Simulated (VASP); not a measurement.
Input of a VASP 6.6.1 run:

Contents of INCAR:

```
PREC = Accurate ; ENCUT = 600
EDIFF = 1E-7 ; ISMEAR = 0
SIGMA = 0.02 ; LREAL = False
LASPH = True ; NELM = 60
ALGO = Normal ; ISIF = 3
LWAVE = False ; LCHARG = False
GGA = PS ; IBRION = 2
NSW = 90 ; EDIFFG = -0.005
```

Contents of KPOINTS:

```
regular mesh
0
Gamma
  2 2 2
```

Contents of POSCAR:

```
BaF2
1.0
    0.0000000000      3.1128654100      3.1128654100
    3.1128654100      0.0000000000      3.1128654100
    3.1128654100      3.1128654100      0.0000000000
Ba F
1 2
Direct
    0.0000000000      0.0000000000      0.0000000000
    0.2500000000      0.2500000000      0.2500000000
    0.7500000000      0.7500000000      0.7500000000
```

Potentials or basis: VASP PAW PBE potentials, release 64 (Ba_sv, F).

Command:

```bash
$ cat potpaw_PBE.64/Ba_sv/POTCAR potpaw_PBE.64/F/POTCAR > POTCAR
$ mpirun -np 1 vasp_std > vasp.out
```

(1) Predict the band gap on the k mesh.

(2) What does it give for the relaxed volume?

(3) Predict the space group after relaxing (to 0.05 Å).

(4) What does it give for the relaxed cell?

Answers

(1) 6.70 eV, direct.

(2) 19.80 Å³/atom.

(3) Fm-3m (No. 225).

(4) a = 4.380 Å, b = 4.380 Å, c = 4.380 Å, α = 60.00°, β = 60.00°, γ = 60.00°.

Caveat: the k mesh is coarse (spacing up to 0.87 Å⁻¹), so the values aren't converged; the PAW data sets were made with another functional, which shifts forces and pressure a little; spin-orbit coupling is left out, which moves the levels of the heavy elements.
